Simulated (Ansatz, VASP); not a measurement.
## One calculation of Nb, two programs

```
CELL_PARAMETERS angstrom
-1.63761 1.63761 1.63761
1.63761 -1.63761 1.63761
1.63761 1.63761 -1.63761
ATOMIC_POSITIONS crystal
Nb 0.00000 0.00000 0.00000
```

Alike in both runs: functional PBEsol; k mesh 8 × 8 × 8; occupations gaussian, width 0.1 eV; no spin polarisation.

Ansatz relaxed the structure, and its values are those at the end. VASP's run is a single point on that final structure, the one shown.

|  | VASP | Ansatz |
| --- | --- | --- |
| version | VASP 6.6.1 | Ansatz 0.2.0 |
| potentials or method | VASP PAW PBE potentials, release 64 (Nb_sv) | scalar-relativistic, plane waves, PAW |
| plane-wave cutoff (eV) | 520 | 420 |
| valence electrons in the cell | 13 | 13 |

Ansatz gave:

```
gap on the k mesh at the Fermi level (eV) : none
pressure (GPa)                            : 0.2
```

Question: What did VASP give for the same quantities?

Answer: gap on the k mesh at the Fermi level (eV): none; pressure (GPa): -0.2.

A gap of «none» marks a metal or a gap that the smearing closes. The functional is the same, so the differences come from potentials, cutoffs and numerics.

Caveats: the PAW data sets were made with another functional, which shifts forces and pressure a little (VASP).
